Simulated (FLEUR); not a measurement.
# Hf (Im-3m) in FLEUR: notebook

The runs below take Hf through single point, with PBEsol.

All numbers are computed with FLEUR MaX-R8.1 (later development tree); they aren't measurements. Logs are shortened: lines on timing, memory, paths and dates and some standing lists are left out, and cuts for length are marked.

## 1. The crystal as given

Symmetry: Im-3m, No. 229, cubic system. Conventional cell: a = 3.549 Å, b = 3.549 Å, c = 3.549 Å, α = 90.00°, β = 90.00°, γ = 90.00°. Hf (site symmetry m-3m) is surrounded by 8 Hf at 3.07 Å.

This isn't the form of Hf at room conditions, which is hcp.

## 2. Single point, PBEsol

Contents of inp.xml:

```xml
<?xml version="1.0" encoding="UTF-8" standalone="no"?>
<fleurInput fleurInputVersion="0.39">
   <comment>
      Hf                                                                                                  
   </comment>
   <calculationSetup>
      <cutoffs Kmax="4.1" Gmax="12.7" GmaxXC="12.7" numbands="0"/>
      <scfLoop itmax="60" minDistance="0.00001" maxIterBroyd="15" imix="Anderson" alpha="0.05" precondParam="0.0" spinf="2.0" sdNocoIR="T"/>
      <coreElectrons ctail="T" frcor="F" kcrel="0" coretail_lmax="0"/>
      <xcFunctional name="PBEs" relativisticCorrections="F"/>
      <magnetism jspins="1"/>
      <soc l_soc="F" theta="0.0" phi="0.0" spav="F"/>
      <expertModes spex="0" secvar="F"/>
      <geometryOptimization l_f="F" forcealpha="1.0" forcemix="BFGS" epsdisp="0.00001" epsforce="0.00001"/>
      <ldaU l_linMix="F" mixParam="0.05" spinf="1.0"/>
   </calculationSetup>
   <cell>
      <bzIntegration valenceElectrons="26.0" mode="hist" fermiSmearingEnergy="0.00183747">
         <kPointListSelection listName="default-1"/>
         <!-- k-points included here -->
         <xi:include xmlns:xi="http://www.w3.org/2001/XInclude" href="kpts.xml"> </xi:include>
      </bzIntegration>
      <!-- symmetry operations included here -->
      <xi:include xmlns:xi="http://www.w3.org/2001/XInclude" href="sym.xml"> </xi:include>
      <bulkLattice scale="1.0">
         <bravaisMatrix>
            <row-1>   -3.3531316763394341     3.3531316763394341     3.3531316763394341</row-1>
            <row-2>    3.3531316763394341    -3.3531316763394341     3.3531316763394341</row-2>
            <row-3>    3.3531316763394341     3.3531316763394341    -3.3531316763394341</row-3>
         </bravaisMatrix>
      </bulkLattice>
   </cell>
   <atomSpecies>
      <species name="Hafnium (Hf)" element="Hf" atomicNumber="72">
         <mtSphere radius="2.54" gridPoints="879" logIncrement="0.015"/>
         <atomicCutoffs lmax="10" lnonsphr="10"/>
         <electronConfig flipSpins="F">
            <coreConfig>(1s1/2) (2s1/2) (2p1/2) (2p3/2) (3s1/2) (3p1/2) (3p3/2) (4s1/2) (3d3/2) (3d5/2) (4p1/2) (4p3/2) (4d3/2) (4d5/2)</coreConfig>
            <valenceConfig>(5s1/2) (5p1/2) (5p3/2) (6s1/2) (4f5/2) (4f7/2) (5d3/2) (5d5/2)</valenceConfig>
            <stateOccupation state="(5d3/2)" spinUp="0.400000" spinDown="0.400000"/>
            <stateOccupation state="(5d5/2)" spinUp="0.600000" spinDown="0.600000"/>
         </electronConfig>
         <energyParameters s="6" p="6" d="5" f="4"/>
         <lo type="SCLO" l="0" n="5" eDeriv="0"/>
         <lo type="SCLO" l="1" n="5" eDeriv="0"/>
         <lo type="SCLO" l="2" n="5" eDeriv="2"/>
         <lo type="SCLO" l="3" n="4" eDeriv="2"/>
      </species>
   </atomSpecies>
   <atomGroups>
      <atomGroup species="Hafnium (Hf)">
         <relPos label="                   1">.0000000000 .0000000000 .0000000000</relPos>
         <force calculate="T" relaxXYZ="TTT"/>
      </atomGroup>
   </atomGroups>
   <output dos="F" band="F" slice="F">
      <checks vchk="F" cdinf="F"/>
      <bandDOS minEnergy="-.5*Htr" maxEnergy="0.5*Htr" sigma="0.015" storeEVData="T"/>
      <vacuumDOS vacdos="F" integ="F" star="F" nstars="0" locx1="0.0" locy1="0.0" locx2="0.0" locy2="0.0" nstm="0" tworkf="0.0"/>
      <unfoldingBand unfoldBand="F" supercellX="1" supercellY="1" supercellZ="1"/>
      <plotting iplot="0" polar="F">
         <plot TwoD="T" vec1="  1.0  0.0  0.0" vec2="  0.0  1.0  0.0" vec3="  0.0  0.0  1.0" zero="  0.0  0.0  0.0" file="plot"/>
      </plotting>
      <chargeDensitySlicing numkpt="0" minEigenval="0.0" maxEigenval="0.0" nnne="0" pallst="F"/>
      <specialOutput eonly="F"/>
      <moessbauerParams electricFieldGradient="T" isomerShift="T" coreHyperfine="T" valenceHyperfine="T"/>
      <magneticCircularDichroism mcd="F" energyLo="-10.0" energyUp="0.0"/>
   </output>
  <!-- We include the file relax.xml here to enable relaxations (see documentation) -->
  <xi:include xmlns:xi="http://www.w3.org/2001/XInclude" href="relax.xml"> <xi:fallback/> </xi:include>
</fleurInput>
```

Contents of crystal.txt:

```
Hf
&input cartesian=F /
-1.7744008683  1.7744008683  1.7744008683
1.7744008683  -1.7744008683  1.7744008683
1.7744008683  1.7744008683  -1.7744008683
1.8897261246
1.0 1.0 1.0

1
72 0.0000000000  0.0000000000  0.0000000000

&kpt div1=10 div2=10 div3=10 gamma=T /
```

Potentials or basis: all-electron, FLAPW.

Launch:

```sh
> inpgen -f crystal.txt -profile fastHighL
> # inp.xml edited to the form shown
> fleur_MPI
```

What it wrote:

```text
Welcome to FLEUR        (www.flapw.de)
      MaX-Release 8.1          (www.max-centre.eu)

 ========== k-point set info ==========
 Selected k-point list: default-1
 k-point list type: mesh
 10 x 10 x 10
 Number of k points: 47

 ------------Calculation Setup---------------------------
 Number of MPI-tasks      :            1
 Number of PE/node        :            1
 Number of OMP-threads    :            1
 Most efficient MPI parallelization for:
           1          47
 Additional eigenvalue parallelization possible
 Number of basis functions:          216
 Approximate size of matrices (H+S) per k-point:         0.001 GB
 --------------------------------------------------------
 Iteration:     1   Distance:       8.59229998 me/bohr^3
 Iteration:     2   Distance:       7.68774056 me/bohr^3
 Iteration:     3   Distance:       4.24777194 me/bohr^3
 Iteration:     4   Distance:       1.00866335 me/bohr^3
 Iteration:     5   Distance:       0.83110186 me/bohr^3
 Iteration:     6   Distance:       0.26305194 me/bohr^3
 Iteration:     7   Distance:       0.24653801 me/bohr^3
 Iteration:     8   Distance:       0.02400703 me/bohr^3
 Iteration:     9   Distance:       0.00373806 me/bohr^3
 Iteration:    10   Distance:       0.00416895 me/bohr^3
 Iteration:    11   Distance:       0.00013896 me/bohr^3
 Iteration:    12   Distance:       0.00015205 me/bohr^3
 Iteration:    13   Distance:       0.00000253 me/bohr^3

 ********************************************************************
 Run finished successfully
 Stop message:
   all done
 ********************************************************************
```

out.xml (last iteration):

```text
<iteration numberForCurrentRun="   13" overallNumber="   13">
         <energyParameters units="Htr">
            <atomicEP atomType="1" spin="1" branch="6s" branchLowest="-1.82" branchHighest="2.15" value="0.2607114025"/>
            <atomicEP atomType="1" spin="1" branch="6p" branchLowest="-0.60" branchHighest="3.05" value="0.3929026668"/>
            <atomicEP atomType="1" spin="1" branch="5d" branchLowest="-6.96" branchHighest="0.98" value="0.4136059131"/>
            <atomicEP atomType="1" spin="1" branch="4f" branchLowest="-9.99" branchHighest="0.00" value="0.0145475653"/>
            <loAtomicEP atomType="1" spin="1" branch="5s" branchLowest="-18.17" branchHighest="-1.82" value="-1.8505786782"/>
            <loAtomicEP atomType="1" spin="1" branch="5p" branchLowest="-13.28" branchHighest="-0.60" value="-0.7179359540"/>
            <loAtomicEP atomType="1" spin="1" branch="5d" branchLowest="-6.96" branchHighest="0.98" value="0.4107099628"/>
            <loAtomicEP atomType="1" spin="1" branch="4f" branchLowest="-9.99" branchHighest="0.00" value="-0.0068293597"/>
         </energyParameters>
         <eigenvalues>
            <eigenvaluesAt spin="1" ikpt="1" k_x="0.00000000" k_y="0.00000000" k_z="0.00000000">
                      -1.8529236107       -0.6855879717       -0.6855879717       -0.6855879717       -0.0141387446
                      -0.0141387446       -0.0141387446       -0.0114584619       -0.0114584619       -0.0114584619
                      -0.0103381032        0.1492688413        0.4630314938        0.4630314938        0.4630314938
                       0.5658721852        0.5658721852        0.8959127579        0.8959127579        0.8959127579
                       1.2457867305
            </eigenvaluesAt>
            <eigenvaluesAt spin="1" ikpt="2" k_x="0.00000000" k_y="0.00000000" k_z="0.10000000">
                      -1.8526842081       -0.6886917039       -0.6865590652       -0.6856006019       -0.0140559886
                      -0.0139523437       -0.0139516697       -0.0116353665       -0.0115290298       -0.0115255340
                      -0.0105728785        0.1627384652        0.4538908726        0.4589400217        0.4765560826
                       0.5528149936        0.5659631286        0.9077951790        0.9201339028        0.9308801254
                       1.1480511360
            </eigenvaluesAt>
            <eigenvaluesAt spin="1" ikpt="3" k_x="0.00000000" k_y="0.00000000" k_z="0.20000000">
                      -1.8520561270       -0.6966072684       -0.6890781976       -0.6856346606       -0.0138747939
                      -0.0134579158       -0.0134437157       -0.0120584473       -0.0119296660       -0.0116500241
                      -0.0109287548        0.1993328733        0.4326956445        0.4402542980        0.5158095227
                       0.5436883482        0.5684601126        0.9170464135        0.9699805741        0.9860057804
                       1.0834183743
            </eigenvaluesAt>
            <eigenvaluesAt spin="1" ikpt="4" k_x="0.00000000" k_y="0.00000000" k_z="0.30000000">
                      -1.8512773499       -0.7060057499       -0.6921478873       -0.6856798465       -0.0137776576
                      -0.0130488678       -0.0128338910       -0.0126826375       -0.0122825726       -0.0116975261
                      -0.0110348853        0.2456449438        0.4103886111        0.4204152770        0.5535695488
                       0.5763943391        0.5766721312        0.8716456727        0.8960224131        1.0800224560
                       1.0941868255
            </eigenvaluesAt>
         </eigenvalues>
         <bandgap value="0.0415922061" units="eV"/>
         <sumValenceSingleParticleEnergies value="-6.7035579885" units="Htr"/>
         <FermiEnergy value="0.4082335213" units="Htr"/>
         <valenceDensity>
            <mtCharges spin="1">
               <mtCharge atomType="1" total="23.7824673" s="2.3096203" p="6.0616426" d="1.4324019" f="13.9765028"/>
            </mtCharges>
            <spinDependentCharge spin="1" total="26.0000000" interstitial="2.2175327" mtSpheres="23.7824673"/>
            <totalCharge value="26.0000000001"/>
         </valenceDensity>
         <coreStates atomType="     1" atomicNumber=" 72" spin="1" kinEnergy="  16342.6300434283" eigValSum="  -9216.5296340444" lostElectrons=" 0.000002">
            <state n="1" l="0" j="0.5" energy="-2394.6108843648" weight="1.0000000000"/>
            <state n="2" l="0" j="0.5" energy="-408.7749645411" weight="1.0000000000"/>
            <state n="2" l="1" j="0.5" energy="-390.3904139548" weight="1.0000000000"/>
            <state n="2" l="1" j="1.5" energy="-346.6118157302" weight="2.0000000000"/>
            <state n="3" l="0" j="0.5" energy="-92.6638322818" weight="1.0000000000"/>
            <state n="3" l="1" j="0.5" energy="-84.5159680399" weight="1.0000000000"/>
            <state n="3" l="1" j="1.5" energy="-75.1349288904" weight="2.0000000000"/>
            <state n="4" l="0" j="0.5" energy="-18.1743873302" weight="1.0000000000"/>
            <state n="3" l="2" j="1.5" energy="-61.3439552079" weight="2.0000000000"/>
            <state n="3" l="2" j="2.5" energy="-59.2974600248" weight="3.0000000000"/>
            <state n="4" l="1" j="0.5" energy="-14.8380365761" weight="1.0000000000"/>
            <state n="4" l="1" j="1.5" energy="-12.6879139138" weight="2.0000000000"/>
            <state n="4" l="2" j="1.5" energy="-7.2055975823" weight="2.0000000000"/>
            <state n="4" l="2" j="2.5" energy="-6.8118424033" weight="3.0000000000"/>
         </coreStates>
         <allElectronCharges>
            <spinDependentCharge spin="1" total="72.0000000" interstitial="2.2175352" mtSpheres="69.7824648"/>
            <totalCharge value="71.9999999989"/>
         </allElectronCharges>
         <moessbauerParams unitsHFF="kG" unitsIS="e/bohr^3" unitsEFG="Htr/bohr^2">
            <coreIsomerShift atomType="1" isTotal="1280489.53837">
               <shell n="1" l="0" isomerShift="1075897.78864"/>
               <shell n="2" l="0" isomerShift="151307.21572"/>
               <shell n="2" l="1" isomerShift="8621.86639"/>
               <shell n="3" l="0" isomerShift="33733.23262"/>
               <shell n="3" l="1" isomerShift="2144.39517"/>
               <shell n="4" l="0" isomerShift="8272.33177"/>
               <shell n="3" l="2" isomerShift="0.00081"/>
               <shell n="4" l="1" isomerShift="512.70706"/>
               <shell n="4" l="2" isomerShift="0.00020"/>
            </coreIsomerShift>
            <isomerShift atomType="1" nucleusRadius="0.0001330" averageDensity="1281944.53361"/>
            <electricFieldGradient atomType="1" VXX="0.00000" VYY="0.00000" VZZ="0.00000" asymParam="0.00000">
            </electricFieldGradient>
         </moessbauerParams>
         <totalEnergy                                    value="   -15093.2800660727" units="Htr">
            <sumOfEigenvalues                            value="    -9223.2331920329">
               <coreElectrons value="-9216.5296340444"/>
               <valenceElectrons value="-6.7035579885"/>
            </sumOfEigenvalues>
            <densityCoulombPotentialIntegral value="-25705.0619636052"/>
            <densityEffectivePotentialIntegral value="-26107.1517244246"/>
            <chargeDenXCDenIntegral value="-305.3265142085"/>
            <FockExchangeEnergyValence value="0.0000000000"/>
            <FockExchangeEnergyCore value="0.0000000000"/>
            <atomTypeDependentContributions atomType="1">
               <electronNucleiInteractionDifferentMTs value="18776.2814178446"/>
               <MadelungTerm value="-43.0596846086"/>
            </atomTypeDependentContributions>
            <tkbTimesEntropy value="0.0004993519"/>
            <freeEnergy value="-15093.2805654246"/>
            <extrapolationTo0K value="-15093.2803157486"/>
         </totalEnergy>
         <densityConvergence units="me/bohr^3">
            <chargeDensity spin="1" distance="0.0000025277"/>
         </densityConvergence>
      </iteration>
```

Run time: 16 s. Hardware: 1 thread of Arm Neoverse V1, shared host; peak memory 0.07 GiB.

What came out:

```yaml
Free_energy: -410709.0872 eV
Band_gap_on_the_k_mesh: none (metal or under the smearing width)
Valence_electrons_inside_the_program's_atomic_spheres: Hf 23.78 (radii Hf 2.54 bohr)
```

Core levels (eV from the Fermi level):
```csv
atom,levels
1 Hf,"1s1/2 -65171.8, 2s1/2 -11134.4, 2p1/2 -10634.2, 2p3/2 -9442.9, 3s1/2 -2532.6, 3p1/2 -2310.9, 3p3/2 -2055.6, 4s1/2 -505.7, 3d3/2 -1680.4, 3d5/2 -1624.7, 4p1/2 -414.9, 4p3/2 -356.4, 4d3/2 -207.2, 4d5/2 -196.5"
```

Spin-orbit coupling is left out, which matters for the levels of Hf.

[end of part 1 of 2]
